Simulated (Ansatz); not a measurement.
Crystal: AlPt.

```
Pt Al
1.0
     3.09155    0.00000    0.00000
     0.00000    3.09155    0.00000
     0.00000    0.00000    3.09155
Pt Al
1 1
Direct
  0.50000 0.50000 0.50000
  0.00000 0.00000 0.00000
```

Measurements of this composition are mostly on another form, of space group No. 198.

- Program: Ansatz 0.2.0
- Task: relaxation of cell and atoms
- Functional: HSEsol
- Potentials or basis: Ansatz PAW
- Cutoff: 420 eV (not typed: the program's choice for these potentials)
- k mesh: 5 × 5 × 5
- Occupations: fermi-dirac, width 0.05 eV
- Spin: no spin polarisation

At the start: volume 14.77 Å³/atom.

How do energy, volume and symmetry change on relaxing?

It ends after 5 steps and the volume is 14.19 Å³/atom (-3.9 %); space group Pm-3m (No. 221, to 0.05 Å).

The path:
| step | energy change (eV) | largest force (eV/Å) | volume (Å³) |
| --- | --- | --- | --- |
| 1 | 0.0000 | 0.0000 | 29.55 |
| 2 | -0.0119 | 0.0000 | 27.54 |
| 3 | -0.0291 | 0.0000 | 28.45 |
| 4 | -0.0292 | 0.0000 | 28.39 |
| 5 | -0.0287 | 0.0000 | 28.39 |

Final structure:
```yaml
crystal:
  lattice:
    - [3.05049, 0.00000, 0.00000]
    - [0.00000, 3.05049, 0.00000]
    - [0.00000, 0.00000, 3.05049]
  atoms:
    - { symbol: Pt, position: [0.50000, 0.50000, 0.50000] }
    - { symbol: Al, position: [0.00000, 0.00000, 0.00000] }
```

Caveat: the k mesh is coarse (spacing up to 0.41 Å⁻¹), so the values aren't converged, least of all with exact exchange; the plane-wave basis is chosen anew once the cell has moved, so the energies of steps on either side of that aren't comparable; the PAW data sets come from PBE, with cores solved anew for the run's functional, which leaves a small shift of forces and pressure.
